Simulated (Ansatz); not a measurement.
Space group Fm-3m (No. 225). a = 4.595 Å, b = 4.595 Å, c = 4.595 Å, α = 90.00°, β = 90.00°, γ = 90.00°
```
atom site symmetry x y z
  Zr    4b m-3m  0.5000  0.0000  0.0000
   N    4a m-3m  0.0000  0.0000  0.0000
```

Equation of state of this ZrN structure (not necessarily the ground state), with shape and atoms relaxed at each volume where symmetry leaves them free. It has no gap at any of these volumes. Computed with DFT PBE, scalar-relativistic, plane waves, PAW in Ansatz 0.2.0.

Cutoff 420 eV; k points 16×16×16 on the computed 2-atom cell (Γ-centred); Gaussian smearing, width 0.10 eV; no spin polarisation.

```
V (Å³/atom) E − E(largest V) (meV/atom) P (GPa)
     10.670                        90.23    41.93
     11.034                        10.35    28.79
     11.398                       -41.97    17.62
     11.762                       -70.86     8.10
     12.125                       -79.79    -0.01
     12.489                       -71.67    -6.93
     12.853                       -49.05   -12.82
     13.338                         0.00   -19.33
```

Task: Fit a third-order Birch–Murnaghan equation to E(V).

Result: V0 = 12.12 Å³/atom, B0 = 249 GPa, B0' = 4.3.

Spin polarisation was left out, and a magnetic state may lie lower.